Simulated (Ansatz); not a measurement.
The following input was run with Ansatz 0.2.0.

```yaml
crystal:
  lattice:
    - [1.42335, 0.8217715057, 3.4083]
    - [-1.42335, 0.8217715057, 3.4083]
    - [0.0, -1.6435430113, 3.4083]
  atoms:
    - { symbol: O, position: [0.0577, 0.0577, 0.0577], spin: 0.61 }
    - { symbol: O, position: [0.9423, 0.9423, 0.9423], spin: 0.61 }
basis:
  ecutwfc: 420
kpoints:
  mp_grid: { grid: [12, 12, 12] }
hamiltonian:
  xc: pbe
  dispersion: d3bj
scf:
  occupations: { method: gaussian, width: 0.02 }
output:
  forces: true
  stress: true
  eigenvalues: true
  populations: true
magnetization:
  spin_polarized: true
relax:
  adjacent_minimum: "off"
  f_tol: 0.01
  max_steps: 40
```

Command:
```bash
ansatz run input.yaml --threads 1 --pin off --max-ram 2560MiB --backend cpu --events-out ev --progress --plain --runs-dir out
```

All numbers below come from DFT PBE+D3(BJ), scalar-relativistic, plane waves, PAW (Ansatz 0.2.0).

Abridged output (iterations and final results):

```
SCF iter   1: F=—  HF=-1129.696596 eV  |F-HF|=—  |Δ(HF+E_count)|=         —  Δρ=5.41e-2 (↑5.41e-2 ↓3.80e-2) dr2=6.15e-1  dr2_m=1.40e-1  M=0.958 μB ∫|m|=0.962 μB  β_m=0.30  ethr=3.10e-3  ⟨swp⟩=4.8  Hψ=23391  notcnv=0
SCF iter   2: F=—  HF=-1129.628441 eV  |F-HF|=—  |Δ(HF+E_count)|=   6.82e-2  Δρ=3.84e-2 (↑3.84e-2 ↓2.52e-2) dr2=3.02e-1  dr2_m=7.58e-2  M=0.995 μB ∫|m|=1.002 μB  β_m=0.30  ethr=3.10e-3  ⟨swp⟩=1.9  Hψ=8294  notcnv=0  defer=148
SCF iter   3: F=—  HF=-1129.558686 eV  |F-HF|=—  |Δ(HF+E_count)|=   6.98e-2  Δρ=1.44e-2 (↑1.44e-2 ↓1.33e-2) dr2=1.11e-2  dr2_m=3.76e-2  M=0.994 μB ∫|m|=1.003 μB  β_m=0.30  ethr=2.52e-3  ⟨swp⟩=2.2  Hψ=7126  notcnv=0  defer=198
SCF iter   4: F=—  HF=-1129.574697 eV  |F-HF|=—  |Δ(HF+E_count)|=   1.60e-2  Δρ=1.17e-2 (↑1.17e-2 ↓1.04e-2) dr2=1.47e-3  dr2_m=2.64e-2  M=1.052 μB ∫|m|=1.062 μB  β_m=1.00  ethr=9.22e-5  ⟨swp⟩=3.0  Hψ=10145  notcnv=0  defer=313
SCF iter   5: F=—  HF=-1129.590629 eV  |F-HF|=—  |Δ(HF+E_count)|=   1.59e-2  Δρ=8.07e-3 (↑8.07e-3 ↓6.51e-3) dr2=8.42e-4  dr2_m=1.15e-2  M=1.165 μB ∫|m|=1.181 μB  β_m=1.00  ethr=1.23e-5  ⟨swp⟩=2.0  Hψ=7761  notcnv=0  defer=313
SCF iter   6: F=—  HF=-1129.598675 eV  |F-HF|=—  |Δ(HF+E_count)|=   8.05e-3  Δρ=8.38e-3 (↑7.81e-3 ↓8.38e-3) dr2=9.62e-5  dr2_m=1.43e-2  M=1.304 μB ∫|m|=1.323 μB  β_m=1.00  ethr=7.01e-6  ⟨swp⟩=2.1  Hψ=8078  notcnv=0  defer=311
SCF iter   7: F=—  HF=-1129.612210 eV  |F-HF|=—  |Δ(HF+E_count)|=   1.35e-2  Δρ=1.19e-2 (↑1.19e-2 ↓9.42e-3) dr2=1.50e-3  dr2_m=2.48e-2  M=1.487 μB ∫|m|=1.507 μB  β_m=1.00  ethr=8.02e-7  ⟨swp⟩=2.0  Hψ=7764  notcnv=0  defer=308
SCF iter   8: F=—  HF=-1129.629857 eV  |F-HF|=—  |Δ(HF+E_count)|=   1.76e-2  Δρ=1.24e-2 (↑1.24e-2 ↓8.87e-3) dr2=3.11e-3  dr2_m=2.47e-2  M=1.665 μB ∫|m|=1.688 μB  β_m=1.00  ethr=8.02e-7  ⟨swp⟩=2.6  Hψ=8409  notcnv=0  defer=307
SCF iter   9: F=—  HF=-1129.653674 eV  |F-HF|=—  |Δ(HF+E_count)|=   2.38e-2  Δρ=1.45e-2 (↑1.45e-2 ↓7.64e-3) dr2=1.17e-2  dr2_m=2.63e-2  M=1.844 μB ∫|m|=1.869 μB  β_m=1.00  ethr=8.02e-7  ⟨swp⟩=2.8  Hψ=9148  notcnv=0  defer=305
SCF iter  10: F=—  HF=-1129.672432 eV  |F-HF|=—  |Δ(HF+E_count)|=   1.88e-2  Δρ=9.49e-3 (↑9.49e-3 ↓3.43e-3) dr2=9.38e-3  dr2_m=8.56e-3  M=1.934 μB ∫|m|=1.964 μB  β_m=1.00  ethr=8.02e-7  ⟨swp⟩=2.7  Hψ=9487  notcnv=0  defer=294
SCF iter  11: F=—  HF=-1129.686832 eV  |F-HF|=—  |Δ(HF+E_count)|=   1.44e-2  Δρ=5.89e-3 (↑5.89e-3 ↓1.62e-3) dr2=4.80e-3  dr2_m=2.74e-3  M=1.982 μB ∫|m|=2.014 μB  β_m=1.00  ethr=8.02e-7  ⟨swp⟩=2.4  Hψ=8877  notcnv=0  defer=289
SCF iter  12: F=—  HF=-1129.697529 eV  |F-HF|=—  |Δ(HF+E_count)|=   1.07e-2  Δρ=2.73e-3 (↑2.73e-3 ↓5.96e-4) dr2=1.79e-3  dr2_m=3.41e-4  M=1.993 μB ∫|m|=2.027 μB  β_m=0.30  ethr=8.02e-7  ⟨swp⟩=2.0  Hψ=8186  notcnv=0  defer=292
Mixer restart at iter 12: flushing history
spin-set hold released at iteration 12 (site moments contracting): the magnetisation degrees of freedom join the quasi-Newton model from the next iteration; the mixer history was flushed
SCF iter  13: F=—  HF=-1129.705415 eV  |F-HF|=—  |Δ(HF+E_count)|=   7.89e-3  Δρ=1.78e-3 (↑1.78e-3 ↓5.52e-4) dr2=4.32e-4  dr2_m=2.57e-4  M=1.996 μB ∫|m|=2.031 μB  β_m=0.63  ethr=8.02e-7  ⟨swp⟩=2.0  Hψ=7601  notcnv=0  defer=286
SCF iter  14: F=—  HF=-1129.714112 eV  |F-HF|=—  |Δ(HF+E_count)|=   8.70e-3  Δρ=5.07e-4 (↑5.07e-4 ↓1.54e-4) dr2=2.98e-5  dr2_m=2.14e-5  M=2.000 μB ∫|m|=2.036 μB  β_m=0.63  ethr=8.02e-7  ⟨swp⟩=2.0  Hψ=7802  notcnv=0  defer=287
SCF iter  15: F=—  HF=-1129.714113 eV  |F-HF|=—  |Δ(HF+E_count)|=   5.98e-8  Δρ=1.01e-4 (↑7.83e-5 ↓1.01e-4) dr2=3.11e-7  dr2_m=1.69e-6  M=2.000 μB ∫|m|=2.036 μB  β_m=0.76  ethr=2.08e-8  ⟨swp⟩=5.7  Hψ=22674  notcnv=0
SCF iter  16: F=-1129.714115 eV  HF=-1129.714115 eV  |F-HF|=3.63e-8  |Δ(HF+E_count)|=   2.47e-6  Δρ=3.16e-5 (↑3.16e-5 ↓2.36e-5) dr2=2.05e-8  dr2_m=1.64e-7  M=2.000 μB ∫|m|=2.036 μB  β_m=0.77  ethr=2.59e-9  ⟨swp⟩=4.0  Hψ=17081  notcnv=0
SCF iter  17: F=-1129.714115 eV  HF=-1129.714115 eV  |F-HF|=8.54e-10  |Δ(HF+E_count)|=   5.28e-8  Δρ=5.16e-6 (↑5.16e-6 ↓3.55e-6) dr2=4.88e-10  dr2_m=4.14e-9  M=2.000 μB ∫|m|=2.036 μB  ethr=1.71e-10  ⟨swp⟩=1.0  Hψ=11810  notcnv=0
SCF 1 converged in 17 iterations: F = -1129.714115 eV  dr2 = 4.88e-10
relax step   1: F+E_penalty+E_count = -1129.71411507 eV  Δ(F+E_penalty+E_count) = +0.000e0 eV  max|allowed force component| = 2.777e0 eV/Å  Δτ_max = 0.0000 Å  (17 SCF iters, dr2 threshold 2.50e-6 eV, accepted)
Initial density: handed on by an earlier stage of this run
Starting moments: Σ|m| = 1.22 μB on 2 of 2 sites; this step starts from the density that it was given
Initial wavefunctions: those handed on with the density
SCF iter   1: F=—  HF=-1129.756972 eV  |F-HF|=—  |Δ(HF+E_count)|=         —  Δρ=5.89e-3 (↑5.89e-3 ↓3.77e-3) dr2=6.40e-3  dr2_m=2.20e-3  M=2.000 μB ∫|m|=2.037 μB  β_m=0.30  ethr=5.10e-5  ⟨swp⟩=1.7  Hψ=19173  notcnv=0  defer=297
SCF iter   2: F=—  HF=-1129.756084 eV  |F-HF|=—  |Δ(HF+E_count)|=   8.88e-4  Δρ=3.64e-3 (↑3.64e-3 ↓2.19e-3) dr2=1.46e-3  dr2_m=1.13e-3  M=2.000 μB ∫|m|=2.037 μB  β_m=0.47  ethr=5.10e-5  ⟨swp⟩=3.0  Hψ=7090  notcnv=0  defer=297
SCF iter   3: F=—  HF=-1129.756692 eV  |F-HF|=—  |Δ(HF+E_count)|=   6.08e-4  Δρ=1.12e-3 (↑1.12e-3 ↓5.81e-4) dr2=3.38e-5  dr2_m=1.43e-4  M=2.000 μB ∫|m|=2.037 μB  β_m=0.66  ethr=1.21e-5  ⟨swp⟩=2.1  Hψ=7505  notcnv=0  defer=297
SCF iter   4: F=—  HF=-1129.756833 eV  |F-HF|=—  |Δ(HF+E_count)|=   1.41e-4  Δρ=8.50e-5 (↑5.29e-5 ↓8.50e-5) dr2=2.22e-7  dr2_m=9.46e-7  M=2.000 μB ∫|m|=2.037 μB  β_m=0.73  ethr=2.81e-7  ⟨swp⟩=7.4  Hψ=21488  notcnv=0
SCF iter   5: F=-1129.756834 eV  HF=-1129.756834 eV  |F-HF|=2.15e-8  |Δ(HF+E_count)|=   5.29e-7  Δρ=1.51e-5 (↑1.09e-5 ↓1.51e-5) dr2=1.30e-8  dr2_m=2.68e-8  M=2.000 μB ∫|m|=2.037 μB  ethr=1.85e-9  ⟨swp⟩=1.5  Hψ=13660  notcnv=0
SCF 2 converged in 5 iterations: F = -1129.756834 eV  dr2 = 1.30e-8
relax step   2: F+E_penalty+E_count = -1129.75683383 eV  Δ(F+E_penalty+E_count) = -4.272e-2 eV  max|allowed force component| = 6.551e-1 eV/Å  Δτ_max = 0.0127 Å  (5 SCF iters, dr2 threshold 1.00e-4 eV, accepted)
SCF iter   1: F=—  HF=-1129.759664 eV  |F-HF|=—  |Δ(HF+E_count)|=         —  Δρ=1.85e-3 (↑1.85e-3 ↓1.18e-3) dr2=6.03e-4  dr2_m=2.29e-4  M=2.000 μB ∫|m|=2.037 μB  β_m=0.30  ethr=5.41e-5  ⟨swp⟩=3.0  Hψ=14967  notcnv=0  defer=298
SCF iter   2: F=—  HF=-1129.759587 eV  |F-HF|=—  |Δ(HF+E_count)|=   7.72e-5  Δρ=1.15e-3 (↑1.15e-3 ↓6.85e-4) dr2=1.33e-4  dr2_m=1.19e-4  M=2.000 μB ∫|m|=2.037 μB  β_m=0.47  ethr=5.02e-6  ⟨swp⟩=1.6  Hψ=7634  notcnv=0  defer=297
SCF iter   3: F=—  HF=-1129.759652 eV  |F-HF|=—  |Δ(HF+E_count)|=   6.48e-5  Δρ=3.60e-4 (↑3.60e-4 ↓1.89e-4) dr2=2.96e-6  dr2_m=1.51e-5  M=2.000 μB ∫|m|=2.037 μB  β_m=0.65  ethr=2.24e-7  ⟨swp⟩=4.9  Hψ=21362  notcnv=0
SCF iter   4: F=-1129.759666 eV  HF=-1129.759666 eV  |F-HF|=2.26e-8  |Δ(HF+E_count)|=   1.44e-5  Δρ=2.91e-5 (↑1.73e-5 ↓2.91e-5) dr2=5.17e-8  dr2_m=8.59e-8  M=2.000 μB ∫|m|=2.037 μB  ethr=2.47e-8  ⟨swp⟩=4.0  Hψ=17065  notcnv=0
SCF 3 converged in 4 iterations: F = -1129.759666 eV  dr2 = 5.17e-8
relax step   3: F+E_penalty+E_count = -1129.75966598 eV  Δ(F+E_penalty+E_count) = -2.832e-3 eV  max|allowed force component| = 5.184e-2 eV/Å  Δτ_max = 0.0040 Å  (4 SCF iters, dr2 threshold 2.68e-5 eV, accepted)
SCF iter   1: F=—  HF=-1129.759684 eV  |F-HF|=—  |Δ(HF+E_count)|=         —  Δρ=1.77e-4 (↑1.77e-4 ↓1.25e-4) dr2=4.68e-6  dr2_m=2.89e-6  M=2.000 μB ∫|m|=2.037 μB  β_m=0.30  ethr=4.63e-7  ⟨swp⟩=2.0  Hψ=13834  notcnv=0  defer=225
SCF iter   2: F=—  HF=-1129.759684 eV  |F-HF|=—  |Δ(HF+E_count)|=   2.70e-7  Δρ=1.14e-4 (↑1.14e-4 ↓7.83e-5) dr2=1.01e-6  dr2_m=1.53e-6  M=2.000 μB ∫|m|=2.037 μB  β_m=0.49  ethr=3.90e-8  ⟨swp⟩=1.3  Hψ=7536  notcnv=0  defer=225
SCF iter   3: F=—  HF=-1129.759685 eV  |F-HF|=—  |Δ(HF+E_count)|=   8.85e-7  Δρ=3.49e-5 (↑3.49e-5 ↓2.22e-5) dr2=1.47e-8  dr2_m=1.70e-7  M=2.000 μB ∫|m|=2.037 μB  β_m=0.65  ethr=1.40e-9  ⟨swp⟩=3.8  Hψ=16506  notcnv=0
SCF iter   4: F=-1129.759685 eV  HF=-1129.759685 eV  |F-HF|=2.53e-10  |Δ(HF+E_count)|=   1.39e-7  Δρ=2.63e-6 (↑1.53e-6 ↓2.63e-6) dr2=4.66e-10  dr2_m=6.29e-10  M=2.000 μB ∫|m|=2.037 μB  ethr=1.22e-10  ⟨swp⟩=3.0  Hψ=10206  notcnv=0
SCF 4 converged in 4 iterations: F = -1129.759685 eV  dr2 = 4.66e-10
relax step   4: F+E_penalty+E_count = -1129.75968478 eV  Δ(F+E_penalty+E_count) = -1.879e-5 eV  max|allowed force component| = 3.829e-3 eV/Å  Δτ_max = 0.0004 Å  (4 SCF iters, dr2 threshold 1.68e-7 eV, accepted)
SCF iter   1: F=—  HF=-1129.759685 eV  |F-HF|=—  |Δ(HF+E_count)|=         —  Δρ=2.63e-6 (↑1.53e-6 ↓2.63e-6) dr2=4.65e-10  dr2_m=6.31e-10  M=2.000 μB ∫|m|=2.037 μB  β_m=0.30  ethr=3.88e-12  ⟨swp⟩=1.0  Hψ=17391  notcnv=0
SCF iter   2: F=-1129.759685 eV  HF=-1129.759685 eV  |F-HF|=1.98e-10  |Δ(HF+E_count)|=  1.48e-10  Δρ=1.87e-6 (↑1.06e-6 ↓1.87e-6) dr2=1.67e-10  dr2_m=3.57e-10  M=2.000 μB ∫|m|=2.037 μB  ethr=3.87e-12  ⟨swp⟩=2.0  Hψ=7938  notcnv=0
SCF 5 converged in 2 iterations: F = -1129.759685 eV  dr2 = 1.67e-10
relax step   5: F+E_penalty+E_count = -1129.75968478 eV  Δ(F+E_penalty+E_count) = -9.595e-11 eV  max|allowed force component| = 3.810e-3 eV/Å  Δτ_max = 0.0000 Å  (2 SCF iters, accepted)
SCF converged after 2 iterations
Magnetization: 2.0000 μB (7.0000 up, 5.0000 down)
Absolute magnetization: 2.0380 μB (∫|ρ↑−ρ↓|, with the PAW one-centre terms)
Spin contamination: 0.0040 ħ² per cell (⟨S²⟩ above its minimum at these occupations)
Per-site moments (μB) at R_I (Å): [(0.55746604, 0.50083079), (0.55746604, 0.50083079)]
Free energy (F): -1129.759685 eV
Harris-Foulkes:  -1129.759685 eV  (|F-HF|=1.98e-10)
Internal energy: -1129.759684 eV  (E = F + TS)
E sigma→0 (E₀):  -1129.759685 eV
Entropy (-TS):    0.000000 eV ( 0.000 meV/atom)
Fermi energy:    2.184719 eV
--- Per-component energies (eV) ---
  E_band       = -96.771004
  E_kinetic    = 343.564836
  E_local      = -837.685452  (includes V_loc(G=0)·N_el)
  E_nonlocal   = 98.176883
  E_hartree    = 276.393437
  E_xc         = -143.852898
  E_vxc        = -183.177075  (∫ρ·V_xc dr)
  E_paw        = -315.144873  (= ΣΔE_a)
  E_vpaw       = -70.441592  (= ΣTr[D̂ρ^β])
  E_aug_tail   = 0.004639  (compensation charges beyond the density's cutoff)
  E_ewald      = -551.076014
  E_disp       = -0.140242  (pairwise vdW)
  E_smearing   =  0.000000  (= −TS)
--- Forces (eV/Å), atoms counted from 1 ---
  atom   1  O      0.00000000     0.00000000    -0.00381019
  atom   2  O      0.00000000     0.00000000     0.00381019
--- Stress (GPa, compression-positive) ---
        9.602187       0.000000       0.000000
        0.000000       9.602187       0.000000
        0.000000       0.000000       7.101085
  P = ⅓ Tr σ = 8.7685 GPa (87.685 kbar)
--- Band table (eV; the first three rows and the last of 378) ---
  k-point 0 ↑: bands = ["-25.0381", "-12.3423", "-6.8512", "-4.3831", "-4.3831", "1.8963", "1.8963", "10.5795", "12.8532", "17.6833", "20.6150"]
  k-point 1 ↑: bands = ["-25.0124", "-12.3343", "-6.8116", "-4.5020", "-4.4083", "1.8045", "1.8644", "10.7956", "12.8496", "17.6567", "20.8318"]
  k-point 2 ↑: bands = ["-24.9417", "-12.3118", "-6.7119", "-4.8111", "-4.4772", "1.5614", "1.7754", "11.3525", "12.8543", "17.6830", "20.3120"]
  k-point 188 ↓: bands = ["-23.7477", "-11.8522", "-3.7280", "-2.4855", "-2.4855", "4.6276", "4.6276", "10.5960", "11.3481", "16.3336", "23.3473"]
--- Relaxed structure (5 steps of the walk, 5 accepted, 0 SCFs on fresh bases) ---
  F+E_penalty+E_count = -1129.75968478 eV   max|allowed force component| = 3.810e-3 eV/Å
  atoms:
    - { symbol: O, position: [0.05937149, 0.05937149, 0.05937149] }
    - { symbol: O, position: [0.94062850, 0.94062850, 0.94062850] }
--- Löwdin populations: 2 sites ---
  site symbol q [e]    m [muB]
     0      O      5.9532     0.9968
     1      O      5.9532     0.9968
  spilling = 0.007793 (of n_electrons = 12.000000)
```

The relaxation met its thresholds.

Time: 55 s on 1 thread of Arm Neoverse N1 (shared host), peak memory 0.36 GiB.